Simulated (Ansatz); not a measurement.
Consider the following.

BeO:
```cif
data_Be2O2
_chemical_formula_sum 'Be2 O2'
_space_group_name_H-M_alt 'P63mc'
_space_group_IT_number 186
_space_group_name_Hall 'P 6c -2c'
_cell_length_a 2.66460
_cell_length_b 2.66460
_cell_length_c 4.32926
_cell_angle_alpha 90.000
_cell_angle_beta 90.000
_cell_angle_gamma 120.000
loop_
_atom_site_label
_atom_site_type_symbol
_atom_site_symmetry_multiplicity
_atom_site_Wyckoff_symbol
_atom_site_fract_x
_atom_site_fract_y
_atom_site_fract_z
_atom_site_occupancy
Be1 Be 2 b 0.33333 0.66667 0.99998 1
O1 O 2 b 0.33333 0.66667 0.37752 1
```

This is the LDA-relaxed structure.

**Question.** All from LDA (plane waves, PAW; program Ansatz), unless another level is named. Predict the highest zone-centre frequency (without LO–TO term).

**Answer.** 895 cm^-1.

**Question.** Next, the zero-point energy?

**Answer.** 118.2 meV/atom.

**Question.** And the vibrational entropy at 300 K?

**Answer.** 6.8 J/(K·mol of atoms).

Space group P6_3mc (wurtzite). The cell was relaxed with LDA under the symmetry of its start; phonons on a q-mesh show no instability.

Potentials: the later of the program's two PAW sets.
